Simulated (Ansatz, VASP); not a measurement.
K in VASP and in Ansatz

Contents of INCAR:

```
ALGO = Normal
EDIFF = 1E-7
ENCUT = 520
GGA = PE
ISIF = 2
ISMEAR = -1
LASPH = True
LCHARG = False
LREAL = False
LWAVE = False
NBANDS = 10
NELM = 100
PREC = Accurate
SIGMA = 0.05
```

Contents of KPOINTS:

```
k-points
0
Gamma
  7 7 7
```

Contents of POSCAR:

```
K
1.0
    0.0000000000      3.3691078850      3.3691078850
    3.3691078850      0.0000000000      3.3691078850
    3.3691078850      3.3691078850      0.0000000000
K
1
Direct
    0.0000000000      0.0000000000      0.0000000000
```

input.yaml

```yaml
crystal:
  lattice:
    - [0.0, 3.369107885, 3.369107885]
    - [3.369107885, 0.0, 3.369107885]
    - [3.369107885, 3.369107885, 0.0]
  atoms:
    - { symbol: K, position: [0.0, 0.0, 0.0] }
hamiltonian:
  xc: pbe
  pseudopotentials: { kind: paw }
kpoints:
  mp_grid: { grid: [7, 7, 7] }
scf:
  occupations: { method: fermi_dirac, width: 0.05 }
output:
  forces: true
  stress: true
  eigenvalues: true
```

Change from the starting cell: volume scaled by 0.98.

Alike in both runs: task single point; functional PBE; k mesh 7 × 7 × 7; occupations fermi-dirac, width 0.05 eV; no spin polarisation.

```csv
,VASP,Ansatz
version,VASP 6.6.1,Ansatz 0.2.0
potentials or method,"VASP PAW PBE potentials, release 64 (K_sv)",Ansatz PAW
plane-wave cutoff (eV),520,420
valence electrons in the cell,9,9
```

```tsv
	VASP	Ansatz	Ansatz less VASP
gap on the k mesh at the Fermi level (eV)	none	none	-
pressure (GPa)	-0.1	-0.1	+0.01
```

A gap of «none» marks a metal or a gap that the smearing closes. The functional is the same, so the differences come from potentials, cutoffs and numerics.
